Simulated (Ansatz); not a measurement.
**How settings move the G0W0 gap of MgO (wurtzite)**

MgO (wurtzite), relaxed with r2SCAN; one-shot G0W0 in Ansatz without spin-orbit coupling. These are computed values for a spin-unpolarised cell that may be hypothetical; none is a measurement.

Space group P6_3mc (No. 186). a = 3.288 Å, b = 3.288 Å, c = 5.034 Å, α = 90.00°, β = 90.00°, γ = 120.00°
```csv
atom,site,symmetry,x,y,z
Mg,2b,3m.,0.3333,0.6667,0.9902
O,2b,3m.,0.3333,0.6667,0.3848
```

Gaps are read over the mesh points alone. G0W0 values are finite-basis, finite-mesh values.
```json
{"start": "PBE", "potentials": "PAW", "frequency model": "contour deformation", "mesh": "6×6×4", "empty bands": "177", "screening cutoff (eV)": "140", "Kohn-Sham gap (eV)": "3.56", "G0W0 gap (eV)": "5.64", "rough cost": "7 core-minutes"}
{"start": "PBE", "potentials": "PAW", "frequency model": "contour deformation", "mesh": "6×6×4", "empty bands": "325", "screening cutoff (eV)": "210", "Kohn-Sham gap (eV)": "3.56", "G0W0 gap (eV)": "5.78", "rough cost": "30 core-minutes"}
{"start": "HSE06", "potentials": "PAW", "frequency model": "contour deformation", "mesh": "6×6×4", "empty bands": "177", "screening cutoff (eV)": "140", "Kohn-Sham gap (eV)": "5.16", "G0W0 gap (eV)": "6.53", "rough cost": "9 core-minutes"}
{"start": "LDA", "potentials": "PAW", "frequency model": "contour deformation", "mesh": "6×6×4", "empty bands": "177", "screening cutoff (eV)": "140", "Kohn-Sham gap (eV)": "3.44", "G0W0 gap (eV)": "5.68", "rough cost": "6 core-minutes"}
{"start": "r2SCAN", "potentials": "PAW", "frequency model": "contour deformation", "mesh": "6×6×4", "empty bands": "177", "screening cutoff (eV)": "140", "Kohn-Sham gap (eV)": "4.22", "G0W0 gap (eV)": "6.06", "rough cost": "8 core-minutes"}
{"start": "PBE", "potentials": "PAW", "frequency model": "Godby-Needs pole", "mesh": "6×6×4", "empty bands": "177", "screening cutoff (eV)": "140", "Kohn-Sham gap (eV)": "3.56", "G0W0 gap (eV)": "5.63", "rough cost": "6 core-minutes"}
{"start": "PBE", "potentials": "PAW", "frequency model": "contour deformation", "mesh": "6×6×4", "empty bands": "76", "screening cutoff (eV)": "80", "Kohn-Sham gap (eV)": "3.56", "G0W0 gap (eV)": "5.40", "rough cost": "80 core-seconds"}
{"start": "PBE", "potentials": "norm-conserving", "frequency model": "contour deformation", "mesh": "6×6×4", "empty bands": "177", "screening cutoff (eV)": "140", "Kohn-Sham gap (eV)": "3.56", "G0W0 gap (eV)": "5.65", "rough cost": "12 core-minutes"}
```

The quasiparticle gap on this mesh is 5.78 eV (direct at Γ), against 3.56 eV from PBE: +2.22 eV. Renormalisation factors Z lie between 0.76 and 0.84.

Raising bands and cutoff together moves the gap by +0.24 eV (80 to 140 eV), then +0.14 eV (140 to 210 eV); the last step is still large, so the basis limit isn't reached. Starting from HSE06 (5.16 eV against PBE's 3.56 eV) gives 6.53 eV, +0.89 eV from G0W0@PBE at the same screening cutoff. Starting from LDA (3.44 eV against PBE's 3.56 eV) gives 5.68 eV, +0.04 eV from G0W0@PBE at the same screening cutoff. Starting from r2SCAN (4.22 eV against PBE's 3.56 eV) gives 6.06 eV, +0.42 eV from G0W0@PBE at the same screening cutoff. The Godby-Needs plasmon pole differs from contour deformation by -0.01 eV. Norm-conserving potentials (wave cutoff 1240 eV against 420 eV) shift the quasiparticle gap by +0.01 eV and the PBE gap by 0.00 eV. r2SCAN runs take a wave cutoff of 500 eV.
